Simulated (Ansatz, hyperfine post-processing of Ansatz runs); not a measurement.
# Where the muon stops in MoS2

Aim: the sites at which an implanted muon comes to rest in MoS2, and what a muon-spin experiment would see there. The muon is a hydrogen atom in the runs.

Calculated with Ansatz 0.2.0; DFT, PBE, plane-wave PAW, PAW set soft_2, spin-polarised where the cell is neutral, scalar-relativistic.

The database entry behind the starting cell differs from later determinations by our own check (about 0.3 % long), so it need not match the best structure at ambient conditions.

## (1) Set-up

The cell holds 25 atoms: 8 Mo, 16 S and 1 H. Cell: a = 6.338 Å, b = 6.338 Å, c = 12.324 Å, α = 90.0°, β = 90.0°, γ = 120.0°. It derives from MoS2. Nearest the centre at fractional (0.011, 0.005, -0.002): H25 at 0.00 Å, S13 at 2.34 Å, S14 at 2.34 Å, S17 at 2.34 Å, S16 at 2.41 Å, S19 at 2.41 Å, S20 at 2.41 Å, Mo1 at 3.54 Å. The cell carries charge +1.

## (2) Start at (0.011, 0.005, -0.002), cell charge +1

The muon is put into a void, 2.34 Å from the nearest atom. The cell has one electron fewer, as for a bare positive muon.

input.yaml reads:

```yaml
crystal:
  lattice:
    - [6.338, 0.0, 0.0]
    - [-3.169, 5.48886901, 0.0]
    - [0.0, 0.0, 12.324]
  atoms:
    - { symbol: Mo, position: [0.333333333, 0.166666667, 0.75] }
    - { symbol: Mo, position: [0.333333333, 0.666666667, 0.75] }
    - { symbol: Mo, position: [0.833333333, 0.166666667, 0.75] }
    - { symbol: Mo, position: [0.833333333, 0.666666667, 0.75] }
    - { symbol: Mo, position: [0.166666667, 0.333333333, 0.25] }
    - { symbol: Mo, position: [0.166666667, 0.833333333, 0.25] }
    - { symbol: Mo, position: [0.666666667, 0.333333333, 0.25] }
    - { symbol: Mo, position: [0.666666667, 0.833333333, 0.25] }
    - { symbol: S, position: [0.333333333, 0.166666667, 0.377] }
    - { symbol: S, position: [0.333333333, 0.666666667, 0.377] }
    - { symbol: S, position: [0.833333333, 0.166666667, 0.377] }
    - { symbol: S, position: [0.833333333, 0.666666667, 0.377] }
    - { symbol: S, position: [0.166666667, 0.333333333, 0.877] }
    - { symbol: S, position: [0.166666667, 0.833333333, 0.877] }
    - { symbol: S, position: [0.666666667, 0.333333333, 0.877] }
    - { symbol: S, position: [0.666666667, 0.833333333, 0.877] }
    - { symbol: S, position: [0.333333333, 0.166666667, 0.123] }
    - { symbol: S, position: [0.333333333, 0.666666667, 0.123] }
    - { symbol: S, position: [0.833333333, 0.166666667, 0.123] }
    - { symbol: S, position: [0.833333333, 0.666666667, 0.123] }
    - { symbol: S, position: [0.166666667, 0.333333333, 0.623] }
    - { symbol: S, position: [0.166666667, 0.833333333, 0.623] }
    - { symbol: S, position: [0.666666667, 0.333333333, 0.623] }
    - { symbol: S, position: [0.666666667, 0.833333333, 0.623] }
    - { symbol: H, position: [0.01062, 0.00547, -0.00162] }
total_charge: 1
kpoints:
  mp_grid: { grid: [2, 2, 1] }
scf:
  lower_state_search: "off"
  occupations: { method: fermi_dirac, width: 0.02 }
hamiltonian:
  xc: pbe
output:
  efg:
    contact_densities: true
    quadrupole_moments_barn: { Mo: -0.022, S: -0.0694 }
  forces: true
# [... lines on directions and stored grids left out ...]
relax:
  f_tol: 0.03
  max_steps: 35
```

Started as:

```sh
$ ansatz run input.yaml --threads 2 --pin off --max-ram 5120MiB --backend cpu --events-out ev --progress --plain --runs-dir out
```

Numbers of over 12 decimals in the logs are rounded to 6 here.

Output:

```text
Mo: output.efg is read without spin–orbit coupling, which moves field gradients at and beside such atoms by some per cent and up to a factor of two; PAW files take it under magnetization.noncollinear and magnetization.spin_orbit
Engine: ansatz 0.2.0, aarch64-unknown-linux-gnu
Pseudopotentials: kind: paw
Pseudopotential: Mo, paw, valence charge 14, recommended cutoff 420 eV (normal), Mo.paw.azcp
Pseudopotential: S, paw, valence charge 6, recommended cutoff 420 eV (normal), S.paw.azcp
Pseudopotential: H, paw, valence charge 1, recommended cutoff 420 eV (normal), H.paw.azcp
Functional definition: PBE
  parameter kappa = 0.804
  parameter beta = 0.066725
  exchange = pbe_x(kappa = kappa, mu = beta*pi^2/3)
  correlation = pbe_c(beta = beta)
Crystal: 25 atoms, lattice volume = 428.733 Å³
Basis set: ecut = 420 eV, 8405 PW (Γ), exchange–correlation on 90×90×180 points (8 copies of the dense FFT grid, shifted against one another)
Bands: 129, of which v1, the nominal top of the filled ones, is band 104 counted from 1 (103 counted from 0)
Symmetry: 1 space group operations
Space group: P1 (ITA 1), of the structure as read, at distance tolerance 7.5e-5 Å
k-points: 4
Non-local potential: Mo, projectors of the file, l = 0: 3, l = 1: 2, l = 2: 2, l = 3: 1
Non-local potential: S, projectors of the file, l = 0: 2, l = 1: 2, l = 2: 2
Non-local potential: H, projectors of the file, l = 0: 2, l = 1: 1
PAW form: soft (Blöchl's): semilocal exchange-correlation on the pseudo side does not see the compensation charge
PAW one-centre angular grid: Mo, 590 points (default); XC on 64 Gauss nodes
PAW one-centre angular grid: S, 110 points (default); XC on 64 Gauss nodes
PAW one-centre angular grid: H, 110 points (default); XC on 64 Gauss nodes
Initial density: superposition of atomic densities (neutral atoms scaled as one to the charged cell's electrons: chi_scale 0, normalization atom), corrected by the library's trained network
Initial wavefunctions: pseudopotential atomic-orbital guess
Functional: x = pbe(κ = 0.804, μ = 0.219515), c = pbe(β = 0.066725)
SCF iter   1: F=—  HF=-54127.580248 eV  |F-HF|=—  |Δ(HF+E_count)|=         —  Δρ=1.88e-2  dr2=4.52e0  ethr=1.77e-3  ⟨swp⟩=6.0  Hψ=1905  notcnv=0  defer=6
preconditioner: auto → LDOS  [insulator: Δε(μ)=0.926 eV  Ē_g=7.581 eV  σ=0.020 eV  W_gap=0.67  n_scr=110 (ndim 8)  ℏωp=21.5 eV  f_vac=0.014  D(μ)=16.88/eV (n_scr^D=136)  ε∞_Penn≈9.1  β→1.0]
SCF iter   2: F=—  HF=-54127.693164 eV  |F-HF|=—  |Δ(HF+E_count)|=   1.13e-1  Δρ=2.05e-2  dr2=5.04e0  ethr=1.77e-3  ⟨swp⟩=2.8  Hψ=806  notcnv=0  defer=80
SCF iter   3: F=—  HF=-54127.081069 eV  |F-HF|=—  |Δ(HF+E_count)|=   6.12e-1  Δρ=6.47e-3  dr2=5.38e-1  ethr=1.77e-3  ⟨swp⟩=2.8  Hψ=660  notcnv=0  defer=80
[...]
Fermi energy:    11.365968 eV
[...]
--- Forces (eV/Å), atoms counted from 1 ---
  atom   1  Mo     0.00219264     0.00057203     0.00962649
  atom   2  Mo     0.00049482     0.00152303    -0.00246145
  atom   3  Mo    -0.00198574     0.00099890    -0.00033075
  atom   4  Mo     0.00228598    -0.00264151     0.00088563
  atom   5  Mo    -0.00141988    -0.00056159    -0.01322211
  atom   6  Mo    -0.00244673     0.00064428    -0.00853025
  atom   7  Mo     0.00050106     0.00183183    -0.00241099
  atom   8  Mo    -0.00210116     0.00097176    -0.01008942
[...]
atom  22  S      0.00070286    -0.00032662    -0.00056186
  atom  23  S      0.00325919     0.00157240    -0.00417859
  atom  24  S      0.00332187    -0.00050630     0.00447900
  atom  25  H      0.00938697    -0.00302133    -0.00895356
  max |Σ_I F_I| component: 3.77e-5 eV/Å
--- PAW observables at the nuclei: V_zz in 10²¹ V/m², potentials from the cell's mean, atoms counted from 1 ---
[...]
atom  24  S  V_zz =    -5.288253   η = 0.0020   by run symmetry: allowed   C_q = +8.8741 MHz
            electrostatic potential = -1637.038558 V   contact ρ = 19771.334032 e/Å³
  atom  25  H  V_zz =    +1.641868   η = 0.0019   by run symmetry: allowed
            electrostatic potential = -42.619972 V   contact ρ = 2.595114 e/Å³
--- Band table (eV) ---
  k-point 0: bands = [... 100 lower, 9.9618, 9.9633, 9.9758, 11.0332, 12.1287, 12.2338, 12.2340, 12.6270, ... 21 higher]
  k-point 1: bands = [... 100 lower, 9.8802, 9.8855, 10.1118, 10.1237, 11.7190, 11.9083, 11.9993, 12.0897, ... 21 higher]
  k-point 2: bands = [... 100 lower, 9.8805, 9.8861, 10.1132, 10.1226, 11.7182, 11.9085, 11.9995, 12.0902, ... 21 higher]
  k-point 3: bands = [... 100 lower, 9.8810, 9.8850, 10.1112, 10.1245, 11.7257, 11.9082, 12.0025, 12.0886, ... 21 higher]
--- Relaxed structure (15 steps of the walk, 15 accepted, 0 SCFs on fresh bases) ---
  F+E_penalty+E_count = -54128.38557866 eV   max|allowed force component| = 1.322e-2 eV/Å
  atoms:
    - { symbol: Mo, position: [0.319603, 0.159821, 0.748078] }
    - { symbol: Mo, position: [0.320229, 0.660136, 0.748720] }
    - { symbol: Mo, position: [0.819348, 0.159221, 0.748708] }
    - { symbol: Mo, position: [0.819317, 0.660200, 0.748665] }
    - { symbol: Mo, position: [0.151317, 0.330452, 0.249134] }
    - { symbol: Mo, position: [0.151327, 0.820447, 0.248978] }
    - { symbol: Mo, position: [0.661282, 0.330422, 0.248920] }
    - { symbol: Mo, position: [0.654727, 0.827074, 0.249884] }
    - { symbol: S, position: [0.321402, 0.160406, 0.373536] }
    - { symbol: S, position: [0.321055, 0.660398, 0.377000] }
    - { symbol: S, position: [0.821366, 0.160780, 0.376998] }
    - { symbol: S, position: [0.821545, 0.660150, 0.376989] }
    - { symbol: S, position: [0.153004, 0.326482, 0.874851] }
    - { symbol: S, position: [0.152895, 0.826437, 0.874790] }
    - { symbol: S, position: [0.653066, 0.326596, 0.874749] }
    - { symbol: S, position: [0.652970, 0.826508, 0.875188] }
[...]
- { symbol: S, position: [0.152764, 0.326720, 0.622067] }
    - { symbol: S, position: [0.152813, 0.826192, 0.622070] }
    - { symbol: S, position: [0.653236, 0.326642, 0.622094] }
    - { symbol: S, position: [0.652893, 0.826550, 0.621985] }
    - { symbol: H, position: [0.319174, 0.162053, 0.018458] }
[key lines of the parts left out:]
SCF converged after 3 iterations
Free energy (F): -54128.385579 eV
```

Run time: 2.3 min. Hardware: 2 threads of Arm Neoverse V1, shared host; peak memory 1 GiB; 4.5 min of CPU time.

The steps of the relaxation:

| step | energy less that of the first step (eV) | largest force component (eV/Å) |
| --- | --- | --- |
| 1 | 0.0000 | 0.4547 |
| 2 | -0.0040 | 0.3073 |
| 3 | -0.0859 | 0.3096 |
| 4 | -0.1550 | 0.4578 |
| 5 | -0.2575 | 0.5399 |
| 6 | -0.4019 | 0.6349 |
| 7 | -0.5883 | 0.8746 |
| 8 | -0.7916 | 1.2433 |
| 9 | -1.1255 | 1.0762 |
| 10 | -1.1964 | 2.6075 |
| 11 | -1.2862 | 0.4709 |
| 12 | -1.3396 | 0.5173 |
| 13 | -1.3671 | 0.1258 |
| 14 | -1.3682 | 0.0133 |
| 15 | -1.3682 | 0.0132 |

The atoms that moved most (Å):

| atom | dx | dy | dz | length |
| --- | --- | --- | --- | --- |
| H25 | 1.459 | 0.859 | 0.247 | 1.712 |
| S17 | -0.059 | -0.033 | 0.092 | 0.114 |
| Mo6 | -0.056 | -0.071 | -0.013 | 0.091 |
| Mo5 | -0.088 | -0.016 | -0.011 | 0.090 |
| S14 | -0.065 | -0.038 | -0.027 | 0.080 |
| S15 | -0.065 | -0.037 | -0.028 | 0.080 |
| S13 | -0.065 | -0.038 | -0.026 | 0.080 |
| Mo1 | -0.065 | -0.038 | -0.024 | 0.079 |

The relaxed structure:

```xyz
25
Lattice="6.3380 0.0000 0.0000 -3.1690 5.4889 0.0000 0.0000 0.0000 12.3240" Properties=species:S:1:pos:R:3 pbc="T T T"
Mo    1.5192    0.8772    9.2193
Mo   -0.0624    3.6234    9.2272
Mo    4.6885    0.8739    9.2271
Mo    3.1007    3.6238    9.2265
Mo   -0.0882    1.8138    3.0703
Mo   -1.6409    4.5033    3.0684
Mo    3.1441    1.8136    3.0677
Mo    1.5287    4.5397    3.0796
S     1.5287    0.8804    4.6035
S    -0.0580    3.6248    4.6461
S     4.6963    0.8825    4.6461
S     3.1149    3.6235    4.6460
S    -0.0649    1.7920   10.7817
S    -1.6499    4.5362   10.7809
S     3.1041    1.7926   10.7804
S     1.5193    4.5366   10.7858
S     1.5257    0.8814    1.6080
S    -0.0487    3.6286    1.5041
S     4.6982    0.8723    1.5038
S     3.1060    3.6293    1.5031
S    -0.0672    1.7933    7.6664
S    -1.6497    4.5349    7.6664
S     3.1051    1.7929    7.6667
S     1.5187    4.5368    7.6653
H     1.5094    0.8895    0.2275
```

Nearest to the muon at the end: S 1.38 Å, S 2.53 Å, S 2.55 Å, S 2.56 Å, Mo 3.33 Å, Mo 3.39 Å. The second moment of the nuclear dipoles gives a zero-field width Δ of 0.016 μs⁻¹, carried by rare isotopes, so the decay isn't the Gaussian Kubo-Toyabe form.

## (3) Start at (0.362, 0.185, 0.496), cell charge +1

The muon is put 1.48 Å from its nearest atom, a rough guess at a bonding site. The cell has one electron fewer, as for a bare positive muon.

input.yaml: that of step 2 with these lines changed.

```diff
@@ -30,3 +30,3 @@
     - { symbol: S, position: [0.666666667, 0.833333333, 0.623] }
-    - { symbol: H, position: [0.01062, 0.00547, -0.00162] }
+    - { symbol: H, position: [0.36214, 0.18452, 0.49617] }
 total_charge: 1
@@ -44,3 +44,2 @@
   forces: true
-# [... lines on directions and stored grids left out ...]
 relax:
```

Output:

```text
[...]
Crystal: 25 atoms, lattice volume = 428.733 Å³
Basis set: ecut = 420 eV, 8405 PW (Γ), exchange–correlation on 90×90×180 points (8 copies of the dense FFT grid, shifted against one another)
Bands: 129, of which v1, the nominal top of the filled ones, is band 104 counted from 1 (103 counted from 0)
Symmetry: 1 space group operations
[...]
k-points: 4
[...]
SCF iter   1: F=—  HF=-54128.791067 eV  |F-HF|=—  |Δ(HF+E_count)|=         —  Δρ=1.85e-2  dr2=4.22e0  ethr=1.77e-3  ⟨swp⟩=6.5  Hψ=2055  notcnv=0
[...]
SCF iter   9: F=-54128.229024 eV  HF=-54128.229036 eV  |F-HF|=1.19e-5  |Δ(HF+E_count)|=   2.53e-6  Δρ=4.19e-5  dr2=1.73e-5  ethr=1.08e-8  ⟨swp⟩=3.0  Hψ=1604  notcnv=0
SCF 1 converged in 9 iterations: F = -54128.229024 eV  dr2 = 1.73e-5
[...]
- { symbol: Mo, position: [0.833138, 0.166530, 0.750914] }
    - { symbol: Mo, position: [0.833131, 0.667469, 0.750903] }
    - { symbol: Mo, position: [0.165250, 0.337539, 0.251003] }
    - { symbol: Mo, position: [0.165247, 0.827549, 0.250969] }
    - { symbol: Mo, position: [0.675216, 0.337530, 0.250876] }
    - { symbol: Mo, position: [0.668519, 0.834188, 0.250044] }
    - { symbol: S, position: [0.335532, 0.167615, 0.369539] }
    - { symbol: S, position: [0.336680, 0.668291, 0.377938] }
    - { symbol: S, position: [0.834394, 0.166038, 0.377903] }
    - { symbol: S, position: [0.834414, 0.668238, 0.377897] }
    - { symbol: S, position: [0.166621, 0.333934, 0.877544] }
    - { symbol: S, position: [0.166618, 0.833547, 0.877533] }
    - { symbol: S, position: [0.667033, 0.333951, 0.877501] }
    - { symbol: S, position: [0.666799, 0.833819, 0.877603] }
[...]
- { symbol: S, position: [0.166690, 0.333921, 0.624811] }
    - { symbol: S, position: [0.166719, 0.833666, 0.624808] }
    - { symbol: S, position: [0.666814, 0.333828, 0.624789] }
    - { symbol: S, position: [0.666747, 0.833810, 0.624438] }
    - { symbol: H, position: [0.338384, 0.168388, 0.481598] }
[key lines of the parts left out:]
SCF converged after 10 iterations
Free energy (F): -54128.385720 eV
Fermi energy:    11.365610 eV
```

It took 84 s on 2 threads; peak memory 0.99 GiB; 2.7 min of CPU time.

Relaxation path:

| step | energy less that of the first step (eV) | largest force component (eV/Å) |
| --- | --- | --- |
| 1 | 0.0000 | 1.1730 |
| 2 | -0.0321 | 0.9601 |
| 3 | -0.1492 | 0.1975 |
| 4 | -0.1099 | 0.2668 |
| 5 | -0.1538 | 0.0214 |
| 6 | -0.1543 | 0.0324 |
| 7 | -0.1556 | 0.0360 |
| 8 | -0.1557 | 0.0643 |
| 9 | -0.1562 | 0.1166 |
| 10 | -0.1536 | 0.3167 |
| 11 | -0.1567 | 0.0068 |

Relaxation steps 4, 10 were tried and not accepted.

The atoms that moved most (Å):

| atom | dx | dy | dz | length |
| --- | --- | --- | --- | --- |
| H25 | -0.099 | -0.089 | -0.180 | 0.224 |
| S9 | 0.011 | 0.005 | -0.092 | 0.093 |
| Mo7 | 0.041 | 0.023 | 0.011 | 0.048 |
| S17 | 0.009 | 0.005 | 0.042 | 0.043 |
| Mo6 | 0.009 | -0.032 | 0.012 | 0.035 |
| Mo5 | -0.022 | 0.023 | 0.012 | 0.034 |
| S21 | -0.002 | 0.003 | 0.022 | 0.023 |
| S22 | -0.001 | 0.002 | 0.022 | 0.022 |

Final coordinates:

```xyz
25
Lattice="6.3380 0.0000 0.0000 -3.1690 5.4889 0.0000 0.0000 0.0000 12.3240" Properties=species:S:1:pos:R:3 pbc="T T T"
Mo    1.5832    0.9174    9.2611
Mo    0.0019    3.6634    9.2546
Mo    4.7527    0.9141    9.2543
Mo    3.1652    3.6636    9.2541
Mo   -0.0223    1.8527    3.0934
Mo   -1.5752    4.5423    3.0929
Mo    3.2099    1.8527    3.0918
Mo    1.5935    4.5788    3.0815
S     1.5954    0.9200    4.5542
S     0.0161    3.6682    4.6577
S     4.7622    0.9114    4.6573
S     3.1709    3.6679    4.6572
S    -0.0022    1.8329   10.8149
S    -1.5855    4.5752   10.8147
S     3.1694    1.8330   10.8143
S     1.5838    4.5767   10.8156
S     1.5934    0.9195    1.5579
S     0.0068    3.6625    1.5150
S     4.7631    0.9220    1.5147
S     3.1803    3.6631    1.5146
S    -0.0017    1.8328    7.7002
S    -1.5852    4.5759    7.7001
S     3.1684    1.8323    7.6999
S     1.5835    4.5767    7.6956
H     1.6111    0.9243    5.9352
```

Nearest to the muon at the end: S 1.38 Å, S 2.52 Å, S 2.55 Å, S 2.56 Å, Mo 3.33 Å, Mo 3.39 Å. The second moment of the nuclear dipoles gives a zero-field width Δ of 0.016 μs⁻¹, carried by rare isotopes, so the decay isn't the Gaussian Kubo-Toyabe form.

## (4) The sites together

| start | cell charge | energy above the lowest of this charge (eV) | nearest atoms (Å) | A_iso (MHz) | Δ (μs⁻¹) |
| --- | --- | --- | --- | --- | --- |
| 1 | +1 | 0.00 | S 1.38, S 2.53 | - | 0.016 |
| 2 | +1 | 0.00 | S 1.38, S 2.52 | - | 0.016 |

## (5) Summary of results

| Property | Result |
| --- | --- |
| lowest site found, positive muon | S 1.38, S 2.52 Å; Δ 0.016 μs⁻¹ |

**Reading.** The positive muon binds to one S at 1.38 Å. In zero field the polarisation of the positive muon would relax on a scale of 1/Δ = 62 μs. Two starts end with the same nearest neighbours, probably on sites alike in the crystal; the cell's shape and the force tolerance can still part their energies a little. Only a few starting points were tried, so a lower site may exist. The muon is held at rest: its zero-point motion, several tenths of an eV, can reorder sites and changes contact couplings. A charged cell sits in a uniform background, and the muon's images lie only 6.3 Å apart, which can shift site energies by tenths of an eV. Semilocal functionals tend to spread the electron of a neutral centre too far.

[Logs are printed without paths, hosts, clocks, repeated set-up lines and the standing remarks that a program may print on its own settings, such as how far it seeks lower states.]

[Hosts, paths, dates, database ids (printed as entryN), source tags and the programs' standing remarks are cut or masked in the printed files.]
